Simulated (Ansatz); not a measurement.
The system is MoS2.

```xyz
3
Lattice="1.5800 0.9122 6.1500 -1.5800 0.9122 6.1500 0.0000 -1.8244 6.1500" Properties=species:S:1:pos:R:3 pbc="T T T"
Mo    0.0000    0.0000    0.0000
S     0.0000    0.0000    7.6936
S     0.0000    0.0000    4.6125
```

Measurements of this composition are mostly on another form, of space group No. 194.

- Program: Ansatz 0.2.0
- Task: single point
- Functional: PBEsol
- Potentials or basis: all-electron LAPW, scalar-relativistic
- Cutoff: 267 eV (chosen from the basis error)
- Basis error allowed: 0.001 eV/atom
- k mesh: 10 × 10 × 10
- Occupations: fermi-dirac, width 0.05 eV
- Spin: no spin polarisation

On this cell: pressure 0.4 GPa; largest force 0.260 eV/Å; band gap on the k mesh 0.91 eV, indirect (least direct gap 1.96 eV).

The same run follows on a disturbed copy (atoms moved at random, drawn with an rms of 0.05 Å):

```xyz
3
Lattice="1.5800 0.9122 6.1500 -1.5800 0.9122 6.1500 0.0000 -1.8244 6.1500" Properties=species:S:1:pos:R:3 pbc="T T T"
Mo    0.0102   -0.0081   -0.0121
S    -0.0599   -0.0380    7.7439
S    -0.0031   -0.0316    4.5895
```

What changes?

The energy moves by +17.0 meV/atom; pressure -3.0 GPa; largest force 1.194 eV/Å; band gap on the k mesh 0.85 eV, indirect (least direct gap 1.91 eV).

Forces on the atoms (eV/Å):
```
Mo  -0.767 -0.504  0.764
S    0.605  0.250 -0.819
S    0.161  0.254  0.055
```

Stress tensor (GPa, compression positive):
```
-3.08 -0.66  2.06
-0.66 -2.15  0.02
 2.06  0.02 -3.66
```

A k mesh can miss the band edges.
